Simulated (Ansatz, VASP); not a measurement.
# Two plane-wave programs on HfO2

INCAR

```
SYSTEM = HfO2
PREC = Accurate
ENCUT = 520
EDIFF = 1E-6
ISMEAR = 0
SIGMA = 0.05
LREAL = .FALSE.
LASPH = .TRUE.
NELM = 80
ALGO = Normal
ISIF = 2
LWAVE = .FALSE.
LCHARG = .TRUE.
GGA = PE
LELF = .TRUE.
LVHAR = .TRUE.
NBANDS = 18
```

The input KPOINTS:

```
Automatic mesh
0
G
  8 8 8
  0 0 0
```

Contents of POSCAR:

```
HfO2
1.0
    0.0000000000      2.5488057612      2.5488057612
    2.5488057612      0.0000000000      2.5488057612
    2.5488057612      2.5488057612      0.0000000000
Hf O
1 2
Direct
    0.0000000000      0.0000000000      0.0000000000
    0.2794255455      0.2794255455      0.1789604489
    0.7500000000      0.7500000000      0.7500000000
```

Input for Ansatz:

```yaml
crystal:
  lattice:
    - [0.0, 2.5488057612, 2.5488057612]
    - [2.5488057612, 0.0, 2.5488057612]
    - [2.5488057612, 2.5488057612, 0.0]
  atoms:
    - { symbol: Hf, position: [0.0, 0.0, 0.0] }
    - { symbol: O, position: [0.2794255455, 0.2794255455, 0.1789604489] }
    - { symbol: O, position: [0.75, 0.75, 0.75] }
basis:
  ecutwfc: 420
kpoints:
  mp_grid: { grid: [8, 8, 8] }
hamiltonian:
  xc: pbe
scf:
  occupations: { method: gaussian, width: 0.05 }
output:
  forces: true
  stress: true
  eigenvalues: true
```

Alike in both runs: task single point; functional PBE; k mesh 8 × 8 × 8; occupations gaussian, width 0.05 eV; no spin polarisation.

|  | VASP | Ansatz |
| --- | --- | --- |
| version | VASP 6.6.1 | Ansatz 0.2.0 |
| potentials or method | VASP PAW PBE potentials, release 64 (Hf_pv, O) | scalar-relativistic, plane waves, PAW |
| plane-wave cutoff (eV) | 520 | 420 |
| valence electrons in the cell | 22 | 38 |

```tsv
	VASP	Ansatz	Ansatz less VASP
gap on the k mesh at the Fermi level (eV)	3.80	3.79	-0.006
least direct gap on the mesh (eV)	3.80	3.79	-0.006
pressure (GPa)	-0.8	2.8	+3.57
largest component of the traceless stress (GPa)	4.21	4.63	+0.414
rms of the force components (eV/Å)	0.786	0.795	+0.0089
```

Atom by atom the forces differ by 0.011 eV/Å (rms over components). The two sets of potentials don't hold the same shells in valence.

Caveats: spin-orbit coupling is left out, which moves the levels of the heavy elements; forces of over 1 eV/Å show positions far from the minimum, so gaps and moduli don't describe the material at rest. A k mesh can miss the band edges.
